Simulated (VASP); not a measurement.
CdS in VASP 6.6.1, single-point calculation

INCAR

```
LCHARG = .FALSE.
GGA = PE
ENCUT = 500
LWAVE = .FALSE.
NSW = 0
ISMEAR = -1
PREC = Accurate
LDAUL = 2 -1
LREAL = .FALSE.
LMAXMIX = 4
EDIFF = 1E-7
LDAUTYPE = 2
NELM = 75
LDAU = .TRUE.
NBANDS = 16
LASPH = .TRUE.
LDAUJ = 0 0
IBRION = -1
SIGMA = 0.02
ISIF = 2
LDAUU = 6.0 0
```

KPOINTS

```
KPOINTS created by Atomic Simulation Environment
0
Gamma
8 8 8
0 0 0
```

POSCAR

```
Cd S
 1.0000000000000000
     0.0000000000000000    3.0273912883000000    2.7995997332000000
     3.0273912883000000    0.0000000000000000    2.7995997332000000
     3.0273912883000000    3.0273912883000000    0.0000000000000000
 Cd  S
   1   1
Cartesian
  0.0000000000000000  0.0000000000000000  0.0000000000000000
  1.5136956441500000  1.5136956441500000  1.3997998666000000
```

The recommended PBE PAW datasets give the neutral cell 18 valence electrons.

Command

```
mpirun -np 1 vasp_std
```

Q: Predict the outcome of this run.

A: It converged. Results: gap between bands v and c on the k mesh 1.28 eV; least direct gap on the k mesh 1.28 eV; pressure 0.0 GPa. Band v is the last that the valence electrons fill when counted band by band, and c is the next.

OSZICAR

```
N       E                     dE             d eps       ncg     rms          rms(c)
DAV:   1     0.105631152195E+03    0.10563E+03   -0.90771E+03  1952   0.995E+02
DAV:   2    -0.159821014983E+01   -0.10723E+03   -0.10320E+03  2368   0.241E+02
DAV:   3    -0.581276719225E+01   -0.42146E+01   -0.42093E+01  2280   0.532E+01
DAV:   4    -0.583871291438E+01   -0.25946E-01   -0.25944E-01  2512   0.417E+00
DAV:   5    -0.583906362186E+01   -0.35071E-03   -0.35070E-03  2288   0.441E-01    0.100E+01
DAV:   6    -0.537572512293E+01    0.46334E+00   -0.85083E-01  2368   0.103E+01    0.760E+00
DAV:   7    -0.538460998554E+01   -0.88849E-02   -0.23133E-01  2392   0.325E+00    0.339E+00
DAV:   8    -0.539110413451E+01   -0.64941E-02   -0.30297E-02  2216   0.200E+00    0.416E-01
DAV:   9    -0.539136900192E+01   -0.26487E-03   -0.36919E-03  2208   0.833E-01    0.142E-01
DAV:  10    -0.539143486579E+01   -0.65864E-04   -0.34817E-04  2472   0.195E-01    0.917E-02
DAV:  11    -0.539157835863E+01   -0.14349E-03   -0.21803E-04  2176   0.103E-01    0.446E-02
DAV:  12    -0.539157352663E+01    0.48320E-05   -0.12155E-05  2272   0.289E-02    0.183E-02
DAV:  13    -0.539157455699E+01   -0.10304E-05   -0.23826E-06  2440   0.929E-03    0.115E-02
DAV:  14    -0.539157500949E+01   -0.45250E-06   -0.56905E-07  2384   0.773E-03    0.288E-03
DAV:  15    -0.539157526568E+01   -0.25618E-06   -0.30968E-07  2272   0.301E-03    0.390E-03
DAV:  16    -0.539157524054E+01    0.25137E-07   -0.67230E-09  1600   0.576E-04
   1 F= -.53915752E+01 E0= -.53915752E+01  d E =-.216191E-10
```

For comparison, a separate PBE run of the intended cell, on usual settings and not on those above, gives a gap of 0.94 eV on its mesh and a pressure of 0.9 GPa.
